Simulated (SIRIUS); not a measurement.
# Si2W (I4/mmm) in SIRIUS: notebook, part 2 of 2

SIRIUS 7.10.0. Earlier steps stand in the parts before.

## 3. Single point, PBE

sirius.json

```json
{
  "control": {
    "processing_unit": "cpu",
    "verbosity": 2,
    "num_bands_to_print": 19,
    "print_forces": true,
    "print_stress": true
  },
  "parameters": {
    "electronic_structure_method": "pseudopotential",
    "xc_functionals": ["XC_GGA_X_PBE", "XC_GGA_C_PBE"],
    "gk_cutoff": 6.4,
    "pw_cutoff": 20.0,
    "ngridk": [8, 8, 8],
    "shiftk": [0, 0, 0],
    "smearing": "fermi_dirac",
    "smearing_width": 0.0018374661,
    "num_bands": 19,
    "num_mag_dims": 0,
    "num_dft_iter": 100,
    "energy_tol": 1e-08,
    "density_tol": 1e-06
  },
  "iterative_solver": {
    "type": "davidson",
    "min_tolerance": 1e-09,
    "tolerance_scale": [0.1, 0.25]
  },
  "mixer": {
    "type": "anderson",
    "beta": 0.7,
    "max_history": 8
  },
  "settings": {
    "tol_ne": 1e-10
  },
  "unit_cell": {
    "lattice_vectors": [
      [-0.354982001596, 0.354982001596, 0.864855801325],
      [0.354982001596, -0.354982001596, 0.864855801325],
      [0.354982001596, 0.354982001596, -0.864855801325]
    ],
    "lattice_vectors_scale": 8.5542390769,
    "atom_coordinate_units": "lattice",
    "atom_types": ["W", "Si"],
    "atom_files": {
      "Si": "Si.json",
      "W": "W.json"
    },
    "atoms": {
      "W": [
        [0.0, 0.0, 0.0]
      ],
      "Si": [
        [0.6653, 0.6653, 0.0],
        [0.3347, 0.3347, 0.0]
      ]
    }
  }
}
```

Potentials or basis: GBRV 1.5 PBE (ultrasoft).

The run is started by

```console
> upf_to_json si_pbe_v1.uspp.F.UPF
> upf_to_json w_pbe_v1.2.uspp.F.UPF
> OMP_NUM_THREADS=1 sirius.scf --input=sirius.json --output=out.json --task=0
```

The log of the run:

```text
[info] SIRIUS version : 7.10.0
[info] number of MPI ranks           : 1
[info] MPI grid                      : 1 1
[info] maximum number of OMP threads : 1
[fft] FFT context for density and potential
[fft] =====================================
[fft]   comm size                             : 1
[fft]   plane wave cutoff                     : 20
[fft]   grid size                             : 60 60 60   total : 216000
[fft]   grid limits                           : -29 30   -29 30   -29 30
[fft]   number of G-vectors within the cutoff : 18488
[fft]   local number of G-vectors             : 18488
[fft]   number of G-shells                    : 2669
[fft] FFT context for coarse grid
[fft] =====================================
[fft]   comm size                             : 1
[fft]   plane wave cutoff                     : 12.8
[fft]   grid size                             : 40 40 40   total : 64000
[fft]   grid limits                           : -19 20   -19 20   -19 20
[fft]   number of G-vectors within the cutoff : 4816
[fft]   local number of G-vectors             : 4816
[fft]   number of G-shells                    : 752
[unit cell] lattice vectors
[unit cell]   a1 :      -3.0366009096      3.0366009096      7.3981832916
[unit cell]   a2 :       3.0366009096     -3.0366009096      7.3981832916
[unit cell]   a3 :       3.0366009096      3.0366009096     -7.3981832916
[unit cell] reciprocal lattice vectors
[unit cell]   b1 :      -0.0000000000      1.0345754174      0.4246437983
[unit cell]   b2 :       1.0345754174     -0.0000000000      0.4246437983
[unit cell]   b3 :       1.0345754174      1.0345754174      0.0000000000
[unit cell] unit cell volume :       272.87296743 [a.u.^3]
[unit cell] 1/sqrt(omega)    :         0.06053684
[unit cell] MT volume        :         0.00000000 ( 0.00%)
[unit cell] IT volume        :       272.87296743 (100.00%)
[unit cell] number of atom types : 2
[unit cell] type id : 0 symbol :  W mt_radius : 205.008899 num_atoms : 1
[unit cell] type id : 1 symbol : Si mt_radius : 205.944975 num_atoms : 2
[unit cell] total number of atoms : 3
[unit cell] number of symmetry classes : 2
[unit cell] number of PAW atoms : 0
[unit cell] atom id  type id  class id             position                      vector_field
[unit cell] ------------------------------------------------------------------------------------------
[unit cell]      0        0        0      0.00000   0.00000   0.00000      0.00000   0.00000   0.00000
[unit cell]      1        1        1      0.66530   0.66530   0.00000      0.00000   0.00000   0.00000
[unit cell]      2        1        1      0.33470   0.33470   0.00000      0.00000   0.00000   0.00000
[unit cell] atom id         position (Cartesian, a.u.)
[unit cell] ---------------------------------------------
[unit cell]      0       0.000000    0.000000    0.000000
[unit cell]      1      -0.000000    0.000000    9.844023
[unit cell]      2       0.000000   -0.000000    4.952344
[unit cell] class id : 0 atom id : 0
[unit cell] class id : 1 atom id : 1 2
[unit cell] minimum bond length:     4.891679
[unit cell] total number of pseudo wave-functions: 21
[... 418 lines left out ...]
[diagonalize] ik:   58   -2.099502   -0.786748   -0.784969   -0.784969    0.181189    0.209748    0.474332    0.520605    0.584276    0.584276    0.597071    0.597071    0.644709    0.780954    0.794550    0.841710    0.905529    0.933335    0.971407
[find] Charges and magnetic moments
[find] --------------------------------------------------------------------------------
[find] total charge          : 22.000000
[find] Energy
[find] --------------------------------------------------------------------------------
[find] valence_eval_sum               :      -2.96964898
[find] <rho|V^{XC}>                   :     -15.07760396
[find] <rho|E^{XC}>                   :     -25.11988485
[find] <mag|B^{XC}>                   :       0.00000000
[find] <rho|V^{H}>                    :      27.10444734
[find] one-electron contribution      :     -14.99649236 (Ha),     -29.99298472 (Ry)
[find] hartree contribution           :      13.55222367
[find] xc contribution                :     -25.11988485
[find] ewald contribution             :     -62.63858113
[find] PAW contribution               :       0.00000000
[find] smearing (-TS)                 :      -0.00008956
[find] SCF correction                 :      -0.00002420
[find] Total energy                   :     -89.20275887 (Ha),    -178.40551773 (Ry)
[find] Free energy (E-TS)             :     -89.20284842 (Ha),    -178.40569685 (Ry)
[find] band gap (eV)                  :       0.00000000
[find] Efermi                         :       0.61180552
[find] iteration : 23, RMS : 9.175382728999e-07, energy difference : 3.800835202128e-09
[find] Hartree energy of density residual : 1.652177077059e-10
[find] bands are converged : true
[find] iterative solver converged : true
[find] converged after 24 SCF iterations!
[find] Charges and magnetic moments
[find] --------------------------------------------------------------------------------
[find] total charge          : 22.000000
[find] Energy
[find] --------------------------------------------------------------------------------
[find] valence_eval_sum               :      -2.96964898
[find] <rho|V^{XC}>                   :     -15.07760396
[find] <rho|E^{XC}>                   :     -25.11988485
[find] <mag|B^{XC}>                   :       0.00000000
[find] <rho|V^{H}>                    :      27.10444734
[find] one-electron contribution      :     -14.99649236 (Ha),     -29.99298472 (Ry)
[find] hartree contribution           :      13.55222367
[find] xc contribution                :     -25.11988485
[find] ewald contribution             :     -62.63858113
[find] PAW contribution               :       0.00000000
[find] smearing (-TS)                 :      -0.00008956
[find] SCF correction                 :      -0.00002420
[find] Total energy                   :     -89.20275887 (Ha),    -178.40551773 (Ry)
[find] Free energy (E-TS)             :     -89.20284842 (Ha),    -178.40569685 (Ry)
[find] band gap (eV)                  :       0.00000000
[find] Efermi                         :       0.61180552
[ground_state] === stress tensor components [kbar] ===
[ground_state] === stress_kin ===
[ground_state] -19260.773990    0.000000   -0.000000
[ground_state]     0.000000-19260.773990   -0.000000
[ground_state]    -0.000000   -0.000000-19335.908409
[ground_state] === stress_har ===
[ground_state] -6226.734258    0.000000   -0.000000
[ground_state]     0.000000-6226.734258   -0.000000
[ground_state]    -0.000000   -0.000000-2158.463829
[ground_state] === stress_ewald ===
[ground_state] 21036.639276   -0.000000    0.000000
[ground_state]    -0.00000021036.639276    0.000000
[ground_state]     0.000000    0.00000025463.291969
[ground_state] === stress_vloc ===
[ground_state] -6885.630727    0.000000   -0.000000
[ground_state]     0.000000-6885.630727   -0.000000
[ground_state]    -0.000000   -0.000000-15320.867833
[ground_state] === stress_xc ===
[ground_state] -10597.453753    0.000000   -0.000000
[ground_state]     0.000000-10597.453753   -0.000000
[ground_state]    -0.000000   -0.000000-10604.664688
[ground_state] === stress_core ===
[ground_state] 16068.351727   -0.000000    0.000000
[ground_state]    -0.00000016068.351727    0.000000
[ground_state]     0.000000    0.00000016078.144051
[ground_state] === stress_nonloc ===
[ground_state]  5344.684727   -0.000000    0.000000
[ground_state]    -0.000000 5344.684727    0.000000
[ground_state]     0.000000    0.000000 5353.627299
[ground_state] === stress_us ===
[ground_state]   501.401634   -0.000000    0.000000
[ground_state]    -0.000000  501.401634    0.000000
[ground_state]     0.000000    0.000000  505.012442
[ground_state] === stress_us_nl ===
[ground_state]  5846.086361   -0.000000    0.000000
[ground_state]    -0.000000 5846.086361    0.000000
[ground_state]     0.000000    0.000000 5858.639742
[ground_state] === stress_total ===
[ground_state]   -19.515364    0.000000   -0.000000
[ground_state]     0.000000  -19.515364   -0.000000
[ground_state]    -0.000000   -0.000000  -19.828997
[ground_state] ==== total Forces in Ha/bohr =====
[ground_state] atom:    0, force:       0.0000000      0.0000000      0.0000000
[ground_state] atom:    1, force:      -0.0000000      0.0000000      0.0005968
[ground_state] atom:    2, force:      -0.0000000      0.0000000     -0.0005968
[ground_state] ==== ultrasoft contribution from Qij =====
[ground_state] atom:    0, force:       0.0000000      0.0000000      0.0000000
[ground_state] atom:    1, force:      -0.0000000     -0.0000000      0.0001585
[ground_state] atom:    2, force:       0.0000000      0.0000000     -0.0001585
[ground_state] ==== non-local contribution from Beta-projector =====
[ground_state] atom:    0, force:       0.0000000      0.0000000      0.0000000
[ground_state] atom:    1, force:       0.0000000      0.0000000     -0.0011907
[ground_state] atom:    2, force:       0.0000000      0.0000000      0.0011907
[ground_state] ==== contribution from local potential =====
[ground_state] atom:    0, force:       0.0000000      0.0000000      0.0000000
[ground_state] atom:    1, force:       0.0000000      0.0000000     -0.7404301
[ground_state] atom:    2, force:      -0.0000000     -0.0000000      0.7404301
[ground_state] ==== contribution from core density =====
[ground_state] atom:    0, force:       0.0000000      0.0000000      0.0000000
[ground_state] atom:    1, force:      -0.0000000     -0.0000000     -0.0002317
[ground_state] atom:    2, force:      -0.0000000      0.0000000      0.0002317
[ground_state] ==== Ewald forces from ions =====
[ground_state] atom:    0, force:       0.0000000      0.0000000      0.0000000
[ground_state] atom:    1, force:      -0.0000000      0.0000000      0.7422876
[ground_state] atom:    2, force:      -0.0000000     -0.0000000     -0.7422876
[~DFT_ground_state] local op. applied: 58267
[~DFT_ground_state] evp. work count: 13093.5
[~DFT_ground_state] number of iterative solver steps: 2793
```

Run time: 99 s. Hardware: 1 thread of Arm Neoverse V2, shared host; peak memory 0.63 GiB.

Results:

```yaml
Free_energy: -2427.3332 eV
Pressure: 2.0 GPa
Largest_force: 0.031 eV/Å
Band_gap_on_the_k_mesh: none (metal or under the smearing width)
```

Forces in eV/Å, atoms in the order of the input:
```
W    0.000  0.000  0.000
Si   0.000  0.000  0.031
Si   0.000  0.000 -0.031
```

The run has no spin-orbit coupling, so splittings on W are missing.

## 4. Single point, PBE

sirius.json: that of step 3 with these lines changed.

```diff
@@ -11,4 +11,4 @@
     "xc_functionals": ["XC_GGA_X_PBE", "XC_GGA_C_PBE"],
-    "gk_cutoff": 6.4,
-    "pw_cutoff": 20.0,
+    "gk_cutoff": 8.7,
+    "pw_cutoff": 17.4,
     "ngridk": [8, 8, 8],
@@ -34,3 +34,4 @@
   "settings": {
-    "tol_ne": 1e-10
+    "tol_ne": 1e-10,
+    "pseudo_grid_cutoff": 6.5
   },
@@ -38,7 +39,6 @@
     "lattice_vectors": [
-      [-0.354982001596, 0.354982001596, 0.864855801325],
-      [0.354982001596, -0.354982001596, 0.864855801325],
-      [0.354982001596, 0.354982001596, -0.864855801325]
+      [-3.036600909661, 3.036600909661, 7.398183291604],
+      [3.036600909661, -3.036600909661, 7.398183291604],
+      [3.036600909661, 3.036600909661, -7.398183291604]
     ],
-    "lattice_vectors_scale": 8.5542390769,
     "atom_coordinate_units": "lattice",
```

Potentials or basis: PseudoDojo 0.5 PBE standard (scalar relativistic).

The run is started by

```console
> upf_to_json Si.upf
> upf_to_json W.upf
> OMP_NUM_THREADS=1 sirius.scf --input=sirius.json --output=out.json --task=0
```

Wall time 1.8 min (1 thread of Arm Neoverse V2, shared host); peak memory 0.61 GiB.

The run converged. Its results:

```yaml
Free_energy: -2295.3487 eV
Pressure: 3.3 GPa
Largest_force: 0.029 eV/Å
Band_gap_on_the_k_mesh: none (metal or under the smearing width)
```

Forces on the atoms (eV/Å):
```
W    0.000  0.000  0.000
Si   0.000  0.000  0.029
Si   0.000  0.000 -0.029
```

Stress tensor (GPa, compression positive):
```
3.30 0.00 0.00
0.00 3.30 0.00
0.00 0.00 3.38
```

Spin-orbit coupling is left out, which matters for the levels of W.

## 5. Single point, PBE

sirius.json: that of step 4 with these lines changed.

```diff
@@ -11,4 +11,4 @@
     "xc_functionals": ["XC_GGA_X_PBE", "XC_GGA_C_PBE"],
-    "gk_cutoff": 8.7,
-    "pw_cutoff": 17.4,
+    "gk_cutoff": 7.8,
+    "pw_cutoff": 22.1,
     "ngridk": [8, 8, 8],
@@ -34,4 +34,3 @@
   "settings": {
-    "tol_ne": 1e-10,
-    "pseudo_grid_cutoff": 6.5
+    "tol_ne": 1e-10
   },
@@ -39,6 +38,7 @@
     "lattice_vectors": [
-      [-3.036600909661, 3.036600909661, 7.398183291604],
-      [3.036600909661, -3.036600909661, 7.398183291604],
-      [3.036600909661, 3.036600909661, -7.398183291604]
+      [-0.354982001596, 0.354982001596, 0.864855801325],
+      [0.354982001596, -0.354982001596, 0.864855801325],
+      [0.354982001596, 0.354982001596, -0.864855801325]
     ],
+    "lattice_vectors_scale": 8.5542390769,
     "atom_coordinate_units": "lattice",
```

Potentials or basis: SSSP 1.3.0 PBE efficiency.

The run is started by

```console
> upf_to_json Si.pbe-n-rrkjus_psl.1.0.0.UPF
> upf_to_json W_pbe_v1.2.uspp.F.UPF
> OMP_NUM_THREADS=1 sirius.scf --input=sirius.json --output=out.json --task=0
```

It took 2 min on 1 thread of Arm Neoverse V2, shared host; peak memory 0.88 GiB.

The run converged. Its results:

```
Free energy            : -2477.0101 eV
Pressure               : 3.4 GPa
Largest force          : 0.032 eV/Å
Band gap on the k mesh : none (metal or under the smearing width)
```

Forces on the atoms (eV/Å):
```
W    0.000  0.000  0.000
Si   0.000  0.000  0.032
Si   0.000  0.000 -0.032
```

## 6. For comparison

An earlier run on the cell as given: functional PBEsol; potentials or basis PseudoDojo 0.4.1 PBEsol standard (scalar relativistic); cutoff 1030 eV; density cutoff 4119 eV; k mesh 12 × 12 × 12; occupations fermi-dirac, width 0.05 eV; no spin polarisation.

* Pressure: -2.0 GPa
* Largest force: 0.024 eV/Å
* Band gap on the k mesh: none (metal or under the smearing width)

## 7. Overview

| level | potentials or basis | k mesh | cutoff (eV) | radial cutoff for the potentials' integrals | gap on the mesh (eV) | pressure (GPa) | largest force (eV/Å) |
| --- | --- | --- | --- | --- | --- | --- | --- |
| PBE | PseudoDojo 0.4.1 PBE standard (scalar relativistic) | 8 × 8 × 8 | 1030 | 6.5 bohr | none | 3.3 | 0.03 |
| PBE | GBRV 1.5 PBE (ultrasoft) | 8 × 8 × 8 | 557 | - | none | 2.0 | 0.03 |
| PBE | PseudoDojo 0.5 PBE standard (scalar relativistic) | 8 × 8 × 8 | 1030 | 6.5 bohr | none | 3.3 | 0.03 |
| PBE | SSSP 1.3.0 PBE efficiency | 8 × 8 × 8 | 828 | - | none | 3.4 | 0.03 |
| PBEsol | PseudoDojo 0.4.1 PBEsol standard (scalar relativistic) | 12 × 12 × 12 | 1030 | 6.5 bohr | none | -2.0 | 0.02 |

Alike in all rows: task single point; no spin polarisation; cell as given; smearing fermi-dirac 0.05 eV.

Absolute energies hang on the potentials; compare differences alone.
